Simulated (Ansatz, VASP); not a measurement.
## AlN in VASP and in Ansatz

File POSCAR:

```
AlN
1.0
    0.0000000000      2.0612910439      2.0612910439
    2.0612910439      0.0000000000      2.0612910439
    2.0612910439      2.0612910439      0.0000000000
Al N
1 1
Direct
    0.5000000000      0.5000000000      0.5000000000
    0.0000000000      0.0000000000      0.0000000000
```

INCAR.step1

```
SYSTEM = AlN
PREC = Accurate
ENCUT = 520
ISMEAR = -1
SIGMA = 0.05
LREAL = .False.
LASPH = .True.
NELM = 80
NBANDS = 11
GGA = PE
ALGO = Normal
EDIFF = 1E-4
LWAVE = .True.
LCHARG = .False.
```

The input INCAR.step2:

```
SYSTEM = AlN
PREC = Accurate
ENCUT = 520
EDIFF = 1E-6
ISMEAR = -1
SIGMA = 0.05
LREAL = .False.
LASPH = .True.
NELM = 80
ALGO = Normal
ISIF = 2
LWAVE = .False.
LCHARG = .False.
METAGGA = R2SCAN
LMIXTAU = .True.
NBANDS = 11
ISTART = 1
```

Contents of KPOINTS:

```
Automatic mesh
0
Gamma
  11 11 11
  0 0 0
```

The input input.yaml:

```yaml
crystal:
  lattice:
    - [0.0, 2.0612910439, 2.0612910439]
    - [2.0612910439, 0.0, 2.0612910439]
    - [2.0612910439, 2.0612910439, 0.0]
  atoms:
    - { symbol: Al, position: [0.5, 0.5, 0.5] }
    - { symbol: "N", position: [0.0, 0.0, 0.0] }
hamiltonian:
  xc: r2scan
  pseudopotentials: { kind: paw }
kpoints:
  mp_grid: { grid: [11, 11, 11] }
scf:
  occupations: { method: fermi_dirac, width: 0.05 }
output:
  forces: true
  stress: true
  eigenvalues: true
```

Measurements of this composition are mostly on another form, of space group No. 186.

Alike in both runs: task single point; functional r2SCAN; k mesh 11 × 11 × 11; occupations fermi-dirac, width 0.05 eV; no spin polarisation.

|  | VASP | Ansatz |
| --- | --- | --- |
| version | VASP 6.6.1 | Ansatz 0.2.0 |
| potentials or method | VASP PAW PBE potentials, release 64 (Al, N) | Ansatz PAW |
| plane-wave cutoff (eV) | 520 | 500 |
| valence electrons in the cell | 8 | 8 |

VASP gave:

```
gap on the k mesh at the Fermi level (eV) : 5.04
least direct gap on the mesh (eV)         : 5.67
pressure (GPa)                            : -16.0
```

Problem. Estimate Ansatz's values.

Solution. gap on the k mesh at the Fermi level (eV): 5.03; least direct gap on the mesh (eV): 5.62; pressure (GPa): -15.2.

Caveats: so large a pressure means that the cell lies far from this level's equilibrium, or that cutoff or potentials fall short (VASP); the potentials were made for another functional, which shifts forces and pressure (VASP); an odd mesh through Γ misses points on the zone boundary, where band edges often lie (VASP); odd divisions of the mesh miss points on the zone boundary, where band edges often lie, so the gap on the mesh can be too wide (Ansatz); the PAW data sets come from PBE, with cores solved anew for the run's functional, which leaves a small shift of forces and pressure (Ansatz). r2SCAN opens gaps a little over a GGA but as a rule still falls short of measured ones.
